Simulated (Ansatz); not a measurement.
# GaN (P6_3mc) in Ansatz: notebook

One crystal, GaN, is run at these levels: PBEsol; tasks: single point, equation of state.

Program: Ansatz 0.2.0. These are calculated values, not measurements. Logs are shortened: lines on timing, memory, paths and dates and some standing lists are left out, and cuts for length are marked.

### Step 1. Starting point

It takes space group P6_3mc (No. 186, hexagonal). Conventional cell: a = 3.212 Å, b = 3.212 Å, c = 10.357 Å, α = 90.00°, β = 90.00°, γ = 120.00°. Around Ga (site symmetry 3m) lie 4 N at 1.95 to 2.00 Å. Around Ga (site symmetry 3m) lie 3 N at 1.94 Å. N (site symmetry 3m) has 4 Ga at 1.94 to 2.00 Å as nearest neighbours. N (site symmetry 3m) is surrounded by 3 Ga at 1.95 Å.

The cell is a database's computed one.

### Step 2. Single point, PBEsol, 10.87 Å³/atom (volume scaled by 0.94)

Contents of input.yaml:

```yaml
crystal:
  lattice:
    - [3.1459778032, 0.0, 0.0]
    - [-1.5729889016, 2.7244966974, 0.0]
    - [0.0, 0.0, 10.1454165942]
  atoms:
    - { symbol: Ga, position: [0.0, 0.0, 0.785868] }
    - { symbol: Ga, position: [0.6666666667, 0.3333333333, 0.037349] }
    - { symbol: Ga, position: [0.3333333333, 0.6666666667, 0.537349] }
    - { symbol: Ga, position: [0.0, 0.0, 0.285868] }
    - { symbol: "N", position: [0.0, 0.0, 0.093038] }
    - { symbol: "N", position: [0.6666666667, 0.3333333333, 0.343745] }
    - { symbol: "N", position: [0.0, 0.0, 0.593038] }
    - { symbol: "N", position: [0.3333333333, 0.6666666667, 0.843745] }
hamiltonian:
  xc: pbesol
  pseudopotentials: { kind: paw }
kpoints:
  mp_grid: { grid: [10, 10, 3] }
scf:
  occupations: { method: fermi_dirac, width: 0.05 }
output:
  forces: true
  stress: true
  eigenvalues: true
  write_density: true
  write_potential: true
  elf: true
  volumetric_format: npy
```

Potentials or basis: Ansatz PAW.

The run is started by

```sh
ansatz run input.yaml --threads 4 --pin off --max-ram 11264MiB --backend cpu --events-out ev --progress --plain --runs-dir out
```

What it wrote:

```text
Warning: RAYON_NUM_THREADS=4 ignored (pool sized by the plan → 4); use --threads N
Engine: ansatz 0.2.0, aarch64-unknown-linux-gnu
Pseudopotentials: kind: paw
Pseudopotential: Ga, paw, valence charge 13, recommended cutoff 420 eV (normal), Ga.paw.azcp
Pseudopotential: N, paw, valence charge 5, recommended cutoff 420 eV (normal), N.paw.azcp
Functional definition: PBEsol
  exchange = pbesol_x
  correlation = pbesol_c
Crystal: 8 atoms, lattice volume = 86.958 Å³
Basis set: ecut = 420 eV, 1677 PW (Γ), exchange–correlation on 48×48×144 points (8 copies of the dense FFT grid, shifted against one another)
Bands: 44, of which v1, the nominal top of the filled ones, is band 36 counted from 1 (35 counted from 0)
Symmetry: 12 space group operations
Space group: P63mc (ITA 186), of the structure as read, at distance tolerance 4.4e-5 Å
k-points: 28 of 300 (time reversal used)
Non-local potential: Ga, projectors of the file, l = 0: 2, l = 1: 2, l = 2: 3, l = 3: 1
Non-local potential: N, projectors of the file, l = 0: 2, l = 1: 2, l = 2: 1
PAW form: soft (Blöchl's): semilocal exchange-correlation on the pseudo side does not see the compensation charge
PAW frozen core: Ga, regenerated for the run's functional, and the local potential with it (the file was generated under x = pbe(κ = 0.804, μ = 0.2195149727645171), c = pbe(β = 0.06672455060314922))
PAW frozen core: N, regenerated for the run's functional, and the local potential with it (the file was generated under x = pbe(κ = 0.804, μ = 0.2195149727645171), c = pbe(β = 0.06672455060314922))
PAW one-centre angular grid: Ga, 590 points (default); XC on 64 Gauss nodes
PAW one-centre angular grid: N, 110 points (default); XC on 64 Gauss nodes
Initial density: superposition of atomic densities (neutral atoms: chi_scale 0, normalization atom), corrected by the library's trained network
Initial wavefunctions: pseudopotential atomic-orbital guess
Functional: x = pbesol(κ = 0.804, μ = 0.12345679012345678), c = pbesol(β = 0.046)
SCF iter   1: F=—  HF=-16489.085885 eV  |F-HF|=—  |Δ(HF+E_count)|=         —  Δρ=1.17e-2  dr2=1.19e-1  ethr=1.77e-3  ⟨swp⟩=5.9  Hψ=4394  notcnv=0  defer=12
preconditioner: auto → Resta (q_TF=auto, 2.644 Å⁻¹)  ε∞=5.2  [insulator: Δε(μ)=1.149 eV  Ē_g=16.429 eV  σ=0.050 eV  W_gap=1.00  n_scr=38 (ndim 8)  ℏωp=33.8 eV  f_vac=0.002  D(μ)=0.00/eV (n_scr^D=0)  ε∞_Penn≈5.2]
SCF iter   2: F=—  HF=-16489.058331 eV  |F-HF|=—  |Δ(HF+E_count)|=   2.76e-2  Δρ=4.64e-3  dr2=2.21e-2  ethr=1.65e-4  ⟨swp⟩=2.0  Hψ=1623  notcnv=0  defer=73
SCF iter   3: F=—  HF=-16489.053215 eV  |F-HF|=—  |Δ(HF+E_count)|=   5.12e-3  Δρ=9.38e-4  dr2=6.43e-4  ethr=3.06e-5  ⟨swp⟩=2.0  Hψ=1651  notcnv=0  defer=73
SCF iter   4: F=—  HF=-16489.053031 eV  |F-HF|=—  |Δ(HF+E_count)|=   1.85e-4  Δρ=4.05e-4  dr2=1.96e-4  ethr=8.93e-7  ⟨swp⟩=2.1  Hψ=2123  notcnv=0  defer=73
SCF iter   5: F=—  HF=-16489.052978 eV  |F-HF|=—  |Δ(HF+E_count)|=   5.30e-5  Δρ=1.74e-4  dr2=4.94e-5  ethr=2.72e-7  ⟨swp⟩=2.5  Hψ=2126  notcnv=0  defer=73
SCF iter   6: F=—  HF=-16489.052954 eV  |F-HF|=—  |Δ(HF+E_count)|=   2.40e-5  Δρ=4.15e-5  dr2=3.03e-6  ethr=6.87e-8  ⟨swp⟩=2.4  Hψ=1803  notcnv=0  defer=73
SCF iter   7: F=-16489.052953 eV  HF=-16489.052953 eV  |F-HF|=5.59e-8  |Δ(HF+E_count)|=   9.36e-7  Δρ=5.91e-6  dr2=5.32e-8  ethr=1.39e-10  ⟨swp⟩=11.2  Hψ=9071  notcnv=0
SCF 1 converged in 7 iterations: F = -16489.052953 eV  dr2 = 5.32e-8
SCF converged after 7 iterations
Free energy (F): -16489.052953 eV
Harris-Foulkes:  -16489.052953 eV  (|F-HF|=5.59e-8)
Internal energy: -16489.052952 eV  (E = F + TS)
E sigma→0 (E₀):  -16489.052953 eV
Entropy (-TS):   -0.000000 eV (-0.000 meV/atom)
Fermi energy:    11.443338 eV
--- Per-component energies (eV) ---
  E_band       = 17.246542
  E_kinetic    = 989.473342
  E_local      = -7530.082523  (includes V_loc(G=0)·N_el)
  E_nonlocal   = 1903.566021
  E_hartree    = 3470.051657
  E_xc         = -511.601358
  E_vxc        = -536.518733  (∫ρ·V_xc dr)
  E_paw        = -8304.466968  (= ΣΔE_a)
  E_vpaw       = -1749.293022  (= ΣTr[D̂ρ^β])
  E_aug_tail   = 0.000009  (compensation charges beyond the density's cutoff)
  E_ewald      = -6509.557440
  E_core_change = 3.564307  (= ΣΔE_core)
  E_smearing   = -0.000000  (= −TS)
  E_closure    = -0.000000  (closes the sum)
  Σ components = -16489.052953   (vs F -16489.052953, Δ=0.00e0)
--- Forces (eV/Å), atoms counted from 1 ---
  atom   1  Ga    -0.00000000    -0.00000000    -0.03815767
  atom   2  Ga     0.00000000    -0.00000000    -0.46829650
  atom   3  Ga     0.00000000     0.00000000    -0.46829650
  atom   4  Ga     0.00000000     0.00000000    -0.03815767
  atom   5  N      0.00000000     0.00000000    -0.15772000
  atom   6  N     -0.00000000     0.00000000     0.66417849
  atom   7  N      0.00000000    -0.00000000    -0.15772000
  atom   8  N      0.00000000    -0.00000000     0.66417849
  max |Σ_I F_I| component: 8.67e-6 eV/Å
--- Stress (GPa, compression-positive) ---
        3.779562       0.000000       0.000000
        0.000000       3.779562      -0.000000
       -0.000000       0.000000       8.229828
  P = ⅓ Tr σ = 5.2630 GPa (52.630 kbar)
--- Band table (eV; the first three rows and the last of 28) ---
  k-point 0: bands = ["-6.0665", "-5.6921", "-4.9158", "-4.7077", "-3.6271", "-3.6271", "-3.6239", "-3.6239", "-3.4207", "-3.3981", "-3.3981", "-3.3927", "-3.3927", "-3.3699", "-2.9997", "-2.9997", "-2.9989", "-2.9989", "-2.7010", "-2.7010", "-2.6971", "-2.6971", "-2.5645", "-1.7047", "3.4731", "6.1680", "7.2375", "9.3672", "9.3672", "9.4125", "9.4125", "10.2192", "10.2192", "10.2500", "10.2500", "10.7989", "12.0352", "14.5389", "14.6458", "14.7148", "18.1382", "18.8706", "19.4887", "19.6299"]
  k-point 1: bands = ["-5.9917", "-5.8107", "-4.8395", "-4.7417", "-3.6263", "-3.6263", "-3.6247", "-3.6247", "-3.4134", "-3.3968", "-3.3968", "-3.3941", "-3.3941", "-3.3899", "-2.9995", "-2.9995", "-2.9990", "-2.9990", "-2.7001", "-2.7001", "-2.6981", "-2.6981", "-2.3642", "-1.9401", "3.9534", "5.1063", "8.3726", "9.3783", "9.3783", "9.4008", "9.4008", "9.8319", "10.2271", "10.2271", "10.2422", "10.2422", "12.8722", "13.9183", "14.7112", "14.8142", "18.3598", "18.7183", "19.7742", "19.7742"]
  k-point 2: bands = ["-5.9617", "-5.6205", "-4.8388", "-4.6734", "-3.6317", "-3.6310", "-3.6095", "-3.6070", "-3.4256", "-3.4191", "-3.3942", "-3.3906", "-3.3666", "-3.2927", "-2.9859", "-2.9789", "-2.9773", "-2.9772", "-2.7342", "-2.7154", "-2.7021", "-2.6968", "-2.4800", "-1.6232", "3.6392", "6.1362", "7.1965", "8.5510", "8.9902", "9.0858", "9.2665", "9.2852", "9.6872", "9.9800", "10.1989", "10.7366", "12.8446", "14.8066", "15.2260", "15.2953", "17.8503", "18.2832", "18.9294", "19.6512"]
  k-point 27: bands = ["-5.1343", "-5.1119", "-4.3118", "-4.3087", "-3.5519", "-3.5503", "-3.5092", "-3.5042", "-3.4689", "-3.4618", "-3.3253", "-3.3253", "-2.9165", "-2.9074", "-2.8719", "-2.8716", "-2.7928", "-2.7918", "-2.7194", "-2.7181", "-1.4072", "-1.3858", "-0.7523", "-0.7226", "3.7967", "3.8911", "4.2347", "4.5828", "5.2981", "5.4816", "6.4899", "6.6438", "7.5567", "8.4080", "9.5391", "9.6641", "13.9338", "14.0399", "17.1995", "17.7229", "17.7384", "18.0974", "18.7213", "18.9189"]
```

Wall time 4.3 s (4 threads of Arm Neoverse V1, shared host); peak memory 0.41 GiB.

What came out:

```
Free energy            : -16489.0530 eV
Pressure               : 5.3 GPa
Largest force          : 0.664 eV/Å
Band gap on the k mesh : 1.24 eV, direct
```

Caveat: odd divisions of the mesh miss points on the zone boundary, where band edges often lie, so the gap on the mesh can be too wide; the pressure holds a Pulay correction of +0.6 GPa for the finite cutoff; the PAW data sets come from PBE, with cores solved anew for the run's functional, which leaves a small shift of forces and pressure.

### Step 3. Single point, PBEsol, 11.10 Å³/atom (volume scaled by 0.96)

input.yaml, as its differences from that of step 2:

```diff
@@ -2,5 +2,5 @@
   lattice:
-    - [3.1459778032, 0.0, 0.0]
-    - [-1.5729889016, 2.7244966974, 0.0]
-    - [0.0, 0.0, 10.1454165942]
+    - [3.1681333064, 0.0, 0.0]
+    - [-1.5840666532, 2.743683926, 0.0]
+    - [0.0, 0.0, 10.216865544]
   atoms:
@@ -25,5 +25 @@
   eigenvalues: true
-  write_density: true
-  write_potential: true
-  elf: true
-  volumetric_format: npy
```

Potentials or basis: Ansatz PAW.

The run is started by

```sh
ansatz run input.yaml --threads 4 --pin off --max-ram 11264MiB --backend cpu --events-out ev --progress --plain --runs-dir out
```

It took 3.1 s on 4 threads of Arm Neoverse V1, shared host; peak memory 0.4 GiB.

Results (log left out):

```
Free energy            : -16489.0888 eV
Pressure               : 1.1 GPa
Largest force          : 0.512 eV/Å
Band gap on the k mesh : 1.08 eV, direct
```

Caveat: odd divisions of the mesh miss points on the zone boundary, where band edges often lie, so the gap on the mesh can be too wide; the pressure holds a Pulay correction of +0.5 GPa for the finite cutoff; the PAW data sets come from PBE, with cores solved anew for the run's functional, which leaves a small shift of forces and pressure.

### Step 4. Single point, PBEsol, 11.33 Å³/atom (volume scaled by 0.98)

input.yaml, as its differences from that of step 3:

```diff
@@ -2,5 +2,5 @@
   lattice:
-    - [3.1681333064, 0.0, 0.0]
-    - [-1.5840666532, 2.743683926, 0.0]
-    - [0.0, 0.0, 10.216865544]
+    - [3.1899831921, 0.0, 0.0]
+    - [-1.594991596, 2.762606482, 0.0]
+    - [0.0, 0.0, 10.2873289123]
   atoms:
@@ -25 +25,5 @@
   eigenvalues: true
+  write_density: true
+  write_potential: true
+  elf: true
+  volumetric_format: npy
```

The run is started by

```sh
ansatz run input.yaml --threads 4 --pin off --max-ram 11264MiB --backend cpu --events-out ev --progress --plain --runs-dir out
```

Wall time 5.1 s (4 threads of Arm Neoverse V1, shared host); peak memory 0.42 GiB.

The run converged. Its results:

```yaml
Free_energy: -16489.0789 eV
Pressure: -2.7 GPa
Largest_force: 0.372 eV/Å
Band_gap_on_the_k_mesh: 0.92 eV, direct
```

Caveat: odd divisions of the mesh miss points on the zone boundary, where band edges often lie, so the gap on the mesh can be too wide; the pressure holds a Pulay correction of +0.5 GPa for the finite cutoff; the PAW data sets come from PBE, with cores solved anew for the run's functional, which leaves a small shift of forces and pressure.

### Step 5. Single point, PBEsol, 11.56 Å³/atom

input.yaml, as its differences from that of step 4:

```diff
@@ -2,5 +2,5 @@
   lattice:
-    - [3.1899831921, 0.0, 0.0]
-    - [-1.594991596, 2.762606482, 0.0]
-    - [0.0, 0.0, 10.2873289123]
+    - [3.2115377864, 0.0, 0.0]
+    - [-1.6057688932, 2.7812733083, 0.0]
+    - [0.0, 0.0, 10.35684]
   atoms:
@@ -25,5 +25 @@
   eigenvalues: true
-  write_density: true
-  write_potential: true
-  elf: true
-  volumetric_format: npy
```

The run is started by

```sh
ansatz run input.yaml --threads 4 --pin off --max-ram 11264MiB --backend cpu --events-out ev --progress --plain --runs-dir out
```

Run time: 3.3 s. Hardware: 4 threads of Arm Neoverse V1, shared host; peak memory 0.4 GiB.

The run converged. Its results:

| Property | Result |
| --- | --- |
| Free energy | -16489.0280 eV |
| Pressure | -6.1 GPa |
| Largest force | 0.243 eV/Å |
| Band gap on the k mesh | 0.78 eV, direct |

Caveat: odd divisions of the mesh miss points on the zone boundary, where band edges often lie, so the gap on the mesh can be too wide; the pressure holds a Pulay correction of +0.5 GPa for the finite cutoff; the PAW data sets come from PBE, with cores solved anew for the run's functional, which leaves a small shift of forces and pressure.

### Step 6. Single point, PBEsol, 11.79 Å³/atom (volume scaled by 1.02)

input.yaml, as its differences from that of step 5:

```diff
@@ -2,5 +2,5 @@
   lattice:
-    - [3.2115377864, 0.0, 0.0]
-    - [-1.6057688932, 2.7812733083, 0.0]
-    - [0.0, 0.0, 10.35684]
+    - [3.2328068684, 0.0, 0.0]
+    - [-1.6164034342, 2.7996928736, 0.0]
+    - [0.0, 0.0, 10.4254303433]
   atoms:
```

Potentials or basis: Ansatz PAW.

The run is started by

```sh
ansatz run input.yaml --threads 4 --pin off --max-ram 11264MiB --backend cpu --events-out ev --progress --plain --runs-dir out
```

It took 3.4 s on 4 threads of Arm Neoverse V1, shared host; peak memory 0.41 GiB.

The run converged. Its results:

```yaml
Free_energy: -16488.9403 eV
Pressure: -9.1 GPa
Largest_force: 0.226 eV/Å
Band_gap_on_the_k_mesh: 0.64 eV, direct
```

Caveat: odd divisions of the mesh miss points on the zone boundary, where band edges often lie, so the gap on the mesh can be too wide; the pressure holds a Pulay correction of +0.5 GPa for the finite cutoff; the PAW data sets come from PBE, with cores solved anew for the run's functional, which leaves a small shift of forces and pressure.

### Step 7. Single point, PBEsol, 12.03 Å³/atom (volume scaled by 1.04)

input.yaml, as its differences from that of step 6:

```diff
@@ -2,5 +2,5 @@
   lattice:
-    - [3.2328068684, 0.0, 0.0]
-    - [-1.6164034342, 2.7996928736, 0.0]
-    - [0.0, 0.0, 10.4254303433]
+    - [3.253799709, 0.0, 0.0]
+    - [-1.6268998545, 2.8178732069, 0.0]
+    - [0.0, 0.0, 10.4931298399]
   atoms:
```

The run is started by

```sh
ansatz run input.yaml --threads 4 --pin off --max-ram 11264MiB --backend cpu --events-out ev --progress --plain --runs-dir out
```

Run time: 3.4 s. Hardware: 4 threads of Arm Neoverse V1, shared host; peak memory 0.41 GiB.

The run converged. Its results:

```
Free energy            : -16488.8201 eV
Pressure               : -11.7 GPa
Largest force          : 0.240 eV/Å
Band gap on the k mesh : 0.50 eV, direct
```

Caveat: odd divisions of the mesh miss points on the zone boundary, where band edges often lie, so the gap on the mesh can be too wide; the pressure holds a Pulay correction of +0.5 GPa for the finite cutoff; the PAW data sets come from PBE, with cores solved anew for the run's functional, which leaves a small shift of forces and pressure.

### Step 8. Single point, PBEsol, 12.26 Å³/atom (volume scaled by 1.06)

input.yaml, as its differences from that of step 7:

```diff
@@ -2,5 +2,5 @@
   lattice:
-    - [3.253799709, 0.0, 0.0]
-    - [-1.6268998545, 2.8178732069, 0.0]
-    - [0.0, 0.0, 10.4931298399]
+    - [3.2745251067, 0.0, 0.0]
+    - [-1.6372625534, 2.8358219278, 0.0]
+    - [0.0, 0.0, 10.5599668638]
   atoms:
```

The run is started by

```sh
ansatz run input.yaml --threads 4 --pin off --max-ram 11264MiB --backend cpu --events-out ev --progress --plain --runs-dir out
```

It took 3.4 s on 4 threads of Arm Neoverse V1, shared host; peak memory 0.41 GiB.

It converged, with:

| Item | Value |
| --- | --- |
| Free energy | -16488.6707 eV |
| Pressure | -14.1 GPa |
| Largest force | 0.279 eV/Å |
| Band gap on the k mesh | 0.38 eV, direct |

Caveat: odd divisions of the mesh miss points on the zone boundary, where band edges often lie, so the gap on the mesh can be too wide; the pressure holds a Pulay correction of +0.5 GPa for the finite cutoff; the PAW data sets come from PBE, with cores solved anew for the run's functional, which leaves a small shift of forces and pressure.

### Step 9. Equation of state, PBEsol

Potentials or basis: Ansatz PAW.

No new run: the results of the series are fitted here.

What came out:

```
Equilibrium volume                        : 11.16 Å³/atom
Bulk modulus at fixed shape and positions : 186 GPa
Pressure derivative of the bulk modulus   : 4.5
```

Energy against volume, from the lowest point:
| volume (Å³/atom) | energy (meV/atom) |
| --- | --- |
| 10.870 | 4.48 |
| 11.101 | 0.00 |
| 11.332 | 1.24 |
| 11.564 | 7.60 |
| 11.795 | 18.57 |
| 12.026 | 33.58 |
| 12.257 | 52.26 |

Caveat: the cell was scaled at fixed shape and fractional positions, which overstates the stiffness of a crystal with free parameters, most of all of layers and chains.
